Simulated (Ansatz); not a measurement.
# BaTiO3 (P1) in Ansatz: further runs, part 2 of 2

Ansatz 0.2.0. The steps go on from the part before.

**3. Relaxation of cell and atoms, PBEsol+U**

Input file input.yaml:

```yaml
crystal:
  lattice:
    - [-0.09159188, 0.02278148, -3.96239693]
    - [3.88088382, 4.13177996, 0.06849871]
    - [3.92317125, -4.17406739, 0.11385529]
  atoms:
    - { symbol: Ba, position: [0.9974869, 0.00014772, 0.00042717] }
    - { symbol: Ba, position: [0.99982027, 0.4987526, 0.50108677] }
    - { symbol: Ti, position: [0.5007474, 0.49905912, 0.99785408] }
    - { symbol: Ti, position: [0.50365646, 0.99876813, 0.49738197] }
    - { symbol: O, position: [0.99895966, 0.49877997, 0.99824097] }
    - { symbol: O, position: [0.00194463, 0.99975533, 0.50211677] }
    - { symbol: O, position: [0.49413247, 0.25152792, 0.25251016] }
    - { symbol: O, position: [0.49937016, 0.75231443, 0.7482599] }
    - { symbol: O, position: [0.50325957, 0.25086477, 0.74968771] }
    - { symbol: O, position: [0.50062248, 0.75003001, 0.25243449] }
hamiltonian:
  xc: pbesol
  pseudopotentials: { kind: paw }
  hubbard: { sites: [{ species: Ti, l: d, u_eff: 1.0 }] }
kpoints:
  mp_grid: { grid: [7, 5, 5] }
scf:
  occupations: { method: fermi_dirac, width: 0.05 }
output:
  forces: true
  stress: true
  eigenvalues: true
relax:
  f_tol: 0.01
  max_steps: 40
  cell: { stress_tol: 0.05 }
```

Potentials or basis: Ansatz PAW.

Run with:

```sh
> ansatz run input.yaml --threads 4 --pin off --max-ram 11264MiB --backend cpu --events-out ev --progress --plain --runs-dir out
```

The program printed:

```text
Warning: RAYON_NUM_THREADS=4 ignored (pool sized by the plan → 4); use --threads N
Ba: projections on atomic orbitals take those of the free atom [Kr 4d10] 5s2 5p6 6s2, of charge +0.00 (hamiltonian.pseudopotentials.projection_atoms); the dataset's partial waves leave at most 9.7e-6 of an orbital's norm unspanned inside its sphere
Ti: projections on atomic orbitals take those of the free atom [Ne] 3s2 3p6 3d2 4s2, of charge +0.00 (hamiltonian.pseudopotentials.projection_atoms); the dataset's partial waves leave at most 4.1e-7 of an orbital's norm unspanned inside its sphere
O: projections on atomic orbitals take those of the free atom [He] 2s2 2p4, of charge +0.00 (hamiltonian.pseudopotentials.projection_atoms); the dataset's partial waves leave at most 1.9e-8 of an orbital's norm unspanned inside its sphere
Engine: ansatz 0.2.0, aarch64-unknown-linux-gnu
Pseudopotentials: kind: paw
Pseudopotential: Ba, paw, valence charge 10, recommended cutoff 420 eV (normal), Ba.paw.azcp
Pseudopotential: Ti, paw, valence charge 12, recommended cutoff 420 eV (normal), Ti.paw.azcp
Pseudopotential: O, paw, valence charge 6, recommended cutoff 420 eV (normal), O.paw.azcp
[... 239 lines left out ...]
  k-point 2: bands = ["-45.9391", "-45.9385", "-22.3360", "-22.3336", "-22.3203", "-22.3179", "-22.2987", "-22.2974", "-14.1500", "-14.0816", "-6.4393", "-6.3682", "-5.7218", "-5.7110", "-5.6774", "-5.6219", "0.5445", "0.5569", "0.6948", "0.8033", "0.8390", "0.8498", "6.6065", "7.1113", "7.1603", "7.1646", "7.6046", "7.7656", "7.9058", "8.0140", "8.0183", "8.4256", "8.7286", "8.8656", "9.2223", "9.2476", "9.3615", "9.6259", "9.8291", "9.9372", "13.1636", "13.2765", "13.4687", "13.6364", "13.7615", "14.0009", "15.1494", "15.3458", "16.1014", "16.6030"]
  k-point 87: bands = ["-45.9384", "-45.9374", "-22.3515", "-22.3515", "-22.3469", "-22.3301", "-22.3165", "-22.2988", "-14.0778", "-13.9732", "-6.4983", "-5.7622", "-5.6766", "-5.5870", "-5.5718", "-5.5476", "0.0217", "0.0716", "0.2396", "0.6408", "0.8159", "0.8491", "6.0373", "6.3677", "6.6177", "7.0736", "7.1867", "7.4161", "7.4391", "7.6112", "7.9571", "8.0092", "8.1640", "8.7498", "9.0586", "9.3743", "9.6620", "9.9058", "9.9390", "10.2519", "13.2607", "14.1107", "14.1812", "14.4818", "14.5773", "14.6988", "15.2246", "16.9513", "17.0154", "17.7050"]
Occupation matrices written to <dir>
--- Relaxed structure (10 steps of the walk, 9 accepted, 3 SCFs on fresh bases) ---
  F+E_penalty+E_count = -20053.16791022 eV   max|allowed force component| = 3.866e-4 eV/Å   (the final SCF, on the basis selected at the relaxed cell)
  cell:  # Å, volume = 126.8083 Å³
    - [-0.003910128595845719, 0.0038639549966750578, -3.9870706404417686]
    - [3.9823434603125953, 3.9856007106414557, -0.00041225121002801124]
    - [3.990138160700394, -3.993088057952481, 0.007314987831944078]
  atoms:
    - { symbol: Ba, position: [1.0055412628846494, 0.00013588551922253197, -0.005615407680718531] }
    - { symbol: Ba, position: [1.005540563138614, 0.500136923893931, 0.49438456375683487] }
    - { symbol: Ti, position: [0.5153203710811078, 0.5003103438405279, 0.9845176558409258] }
    - { symbol: Ti, position: [0.5153237418585422, 1.0003103885308342, 0.4845175465981757] }
    - { symbol: O, position: [0.9893198249683619, 0.49991987907891927, 1.0051625570108904] }
    - { symbol: O, position: [-0.010682514873609252, 0.9999210031940674, 0.5051643019722027] }
    - { symbol: O, position: [0.4949575280109869, 0.246984035806016, 0.2580224094741096] }
    - { symbol: O, position: [0.49496352636629387, 0.7469811286029754, 0.7580170232637512] }
    - { symbol: O, position: [0.4948539459261329, 0.25264966495652624, 0.7579159756084815] }
    - { symbol: O, position: [0.49486175063892185, 0.752650746576981, 0.25791336415534655] }
```

occupation_matrices:

```text
# The occupation matrices of the corrected shells as a run of Ansatz 0.0.0 ended. An entry of
# hamiltonian.hubbard.sites starts from them by `starting_ns: <path of this file>`, where that key's refused
# combinations let it.
# Free energy -20053.167910 eV.
# projection_atom_Ba: [Kr 4d10] 5s2 5p6 6s2
[... 33 lines left out ...]
  site3_d:
    matrix:
      - [0.288588449903486, 0.0014685110079480854, -0.0015314237257529765, 1.6491970342149888e-5, -0.003036392484264267]
      - [0.0014685110079480854, 0.20130660193949862, 0.0009224338649537235, 0.0025577763451373058, -0.0009298752991940184]
      - [-0.0015314237257529765, 0.0009224338649537235, 0.20150707722952976, 0.002658240431954265, 0.0009097203921934236]
      - [1.6491970342149888e-5, 0.0025577763451373058, 0.002658240431954265, 0.2886089126668598, -2.907516557785228e-6]
      - [-0.003036392484264267, -0.0009298752991940184, 0.0009097203921934236, -2.9075165577852274e-6, 0.20145102693586006]
```

It took 6.1 min on 4 threads of Arm Neoverse V1, shared host; peak memory 0.96 GiB.

What came out:

```
Free energy                            : -20053.1679 eV
Relaxed volume                         : 12.68 Å³/atom
Relaxed cell                           : a = 3.987 Å, b = 5.634 Å, c = 5.645 Å, α = 90.04°, β = 90.15°, γ = 90.00°
Space group after relaxing (to 0.05 Å) : R3m (No. 160)
Energy gained by relaxing              : 34.6 meV/atom
Ionic steps                            : 12
Pressure after relaxing                : 0.0 GPa
Band gap on the k mesh                 : 2.32 eV
```

Step by step:
| step | energy change (eV) | largest force (eV/Å) | volume (Å³) |
| --- | --- | --- | --- |
| 1 | 0.0000 | 0.2550 | 128.34 |
| 2 | -0.1751 | 0.2223 | 125.46 |
| 3 | -0.3181 | 0.0513 | 125.24 |
| 4 | -0.3206 | 0.0874 | 125.54 |
| 5 | -0.3428 | 0.0140 | 126.41 |
| 6 | -0.3421 | 0.0069 | 126.78 |
| 7 | -0.3419 | 0.0012 | 126.83 |
| 8 | -0.3447 | 0.0015 | 126.83 |
| 9 | -0.3456 | 0.0027 | 126.81 |
| 10 | -0.3456 | 0.0028 | 126.81 |
| 11 | -0.3457 | 0.0005 | 126.81 |
| 12 | -0.3457 | 0.0006 | 126.81 |

Final structure:
```yaml
crystal:
  lattice:
    - [-0.00391, 0.00386, -3.98707]
    - [3.98234, 3.98560, -0.00041]
    - [3.99014, -3.99309, 0.00731]
  atoms:
    - { symbol: Ba, position: [0.00554, 0.00014, 0.99438] }
    - { symbol: Ba, position: [0.00554, 0.50014, 0.49438] }
    - { symbol: Ti, position: [0.51532, 0.50031, 0.98452] }
    - { symbol: Ti, position: [0.51532, 0.00031, 0.48452] }
    - { symbol: O, position: [0.98932, 0.49992, 0.00516] }
    - { symbol: O, position: [0.98932, 0.99992, 0.50516] }
    - { symbol: O, position: [0.49496, 0.24698, 0.25802] }
    - { symbol: O, position: [0.49496, 0.74698, 0.75802] }
    - { symbol: O, position: [0.49485, 0.25265, 0.75792] }
    - { symbol: O, position: [0.49486, 0.75265, 0.25791] }
```

Eigenvalues of the final occupation matrices:
| site | spin | trace | eigenvalues |
| --- | --- | --- | --- |
| site 1 | 1 | 1.18 | 0.20 0.20 0.20 0.29 0.29 |
| site 2 | 1 | 1.18 | 0.20 0.20 0.20 0.29 0.29 |

Caveat: odd divisions of the mesh miss points on the zone boundary, where band edges often lie, so the gap on the mesh can be too wide; the plane-wave basis is chosen anew once the cell has moved, so the energies of steps on either side of that aren't comparable; the pressure holds a Pulay correction of +0.6 GPa for the finite cutoff; spin-orbit coupling is left out, which moves the levels of the heavy elements; the PAW data sets come from PBE, with cores solved anew for the run's functional, which leaves a small shift of forces and pressure.

**4. Relaxation of cell and atoms, r2SCAN+rVV10**

Edit input.yaml of step 3 so:

```diff
@@ -17,5 +17,5 @@
 hamiltonian:
-  xc: pbesol
+  xc: r2scan
   pseudopotentials: { kind: paw }
-  hubbard: { sites: [{ species: Ti, l: d, u_eff: 1.0 }] }
+  dispersion: rvv10
 kpoints:
@@ -28,2 +28,6 @@
   eigenvalues: true
+  write_density: true
+  write_potential: true
+  elf: true
+  volumetric_format: npy
 relax:
```

Run with:

```sh
> ansatz run input.yaml --threads 4 --pin off --max-ram 11264MiB --backend cpu --events-out ev --progress --plain --runs-dir out
```

Wall time 8.3 min (4 threads of Arm Neoverse V1, shared host); peak memory 1.2 GiB.

Results (log left out):

| Quantity | Value |
| --- | --- |
| Free energy | -20360.5204 eV |
| Relaxed volume | 12.84 Å³/atom |
| Relaxed cell | a = 4.003 Å, b = 5.656 Å, c = 5.671 Å, α = 89.96°, β = 90.21°, γ = 90.01° |
| Space group after relaxing (to 0.05 Å) | R3m (No. 160) |
| Energy gained by relaxing | 37.3 meV/atom |
| Ionic steps | 8 |
| Pressure after relaxing | 0.0 GPa |
| Largest force after relaxing | 0.005 eV/Å |
| Band gap on the k mesh | 2.75 eV |

Forces in eV/Å, atoms in the order of the input:
```
Ba   0.001 -0.001  0.001
Ba   0.001 -0.001  0.001
Ti   0.003 -0.002  0.003
Ti   0.004 -0.002  0.003
O    0.000  0.000 -0.002
O   -0.001  0.000 -0.002
O    0.000  0.002 -0.001
O   -0.001  0.003 -0.001
O   -0.004  0.000 -0.001
O   -0.003  0.000  0.000
```

The path:
```tsv
step	energy change (eV)	largest force (eV/Å)	volume (Å³)
1	0.0000	0.2697	128.34
2	-0.1485	0.2585	126.37
3	-0.3199	0.0985	126.20
4	-0.3273	0.1557	126.39
5	-0.3435	0.3348	129.02
6	-0.3721	0.0645	128.29
7	-0.3728	0.0056	128.41
8	-0.3727	0.0051	128.41
```

Final structure:
```xyz
10
Lattice="-0.0057 0.0052 -4.0035 4.0006 3.9980 -0.0001 4.0117 -4.0085 0.0104" Properties=species:S:1:pos:R:3 pbc="T T T"
Ba   -0.0303    0.0289   -4.0273
Ba    3.9759    0.0235   -4.0221
Ti    5.9350   -1.9348   -2.0637
Ti    5.9294    2.0684   -2.0689
O     6.0285   -2.0262   -3.9405
O     6.0287    1.9719    0.0578
O     2.0224   -0.0526   -1.9772
O     6.0289   -0.0579   -1.9721
O     4.0603   -2.0256   -1.9725
O     4.0547    1.9774   -1.9777
```

Levels at points of the mesh, in eV from the valence-band top:
```tsv
k point	band 37	band 38	band 39	band 40	band 41	band 42	band 43	band 44
(0.00, 0.00, 0.00)	-0.45	-0.34	-0.34	-0.04	2.75	2.76	2.89	4.24
```

Caveat: odd divisions of the mesh miss points on the zone boundary, where band edges often lie, so the gap on the mesh can be too wide; the plane-wave basis is chosen anew once the cell has moved, so the energies of steps on either side of that aren't comparable; spin-orbit coupling is left out, which moves the levels of the heavy elements; the PAW data sets come from PBE, with cores solved anew for the run's functional, which leaves a small shift of forces and pressure. A k mesh can miss the band edges.

**5. Overview**

| task | level | U | cell | cutoff (eV) | hubbard projectors | double counting | gap on the mesh (eV) | pressure (GPa) | relaxed volume (Å³/atom) | largest force (eV/Å) |
| --- | --- | --- | --- | --- | --- | --- | --- | --- | --- | --- |
| single point | PBE | - | as given | 500 | - | - | 1.62 | 2.9 | - | 0.26 |
| relaxation of cell and atoms | PBEsol+U | Ti d U = 1 eV | relaxed | 420 | ortho-atomic (the default) | fll (the default) | 2.32 | 0.0 | 12.68 | - |
| relaxation of cell and atoms | r2SCAN+rVV10 | - | relaxed | 500 | - | - | 2.75 | 0.0 | 12.84 | 0.01 |

Alike in all rows: potentials or basis Ansatz PAW; no spin polarisation; k mesh 7 × 5 × 5; smearing fermi-dirac 0.05 eV.

Caveats: odd divisions of the mesh miss points on the zone boundary, where band edges often lie, so the gap on the mesh can be too wide; spin-orbit coupling is left out, which moves the levels of the heavy elements; the plane-wave basis is chosen anew once the cell has moved, so the energies of steps on either side of that aren't comparable (some runs); the PAW data sets come from PBE, with cores solved anew for the run's functional, which leaves a small shift of forces and pressure (some runs).

Total energies depend on the potentials used, so only differences within one code and one set of settings carry meaning.
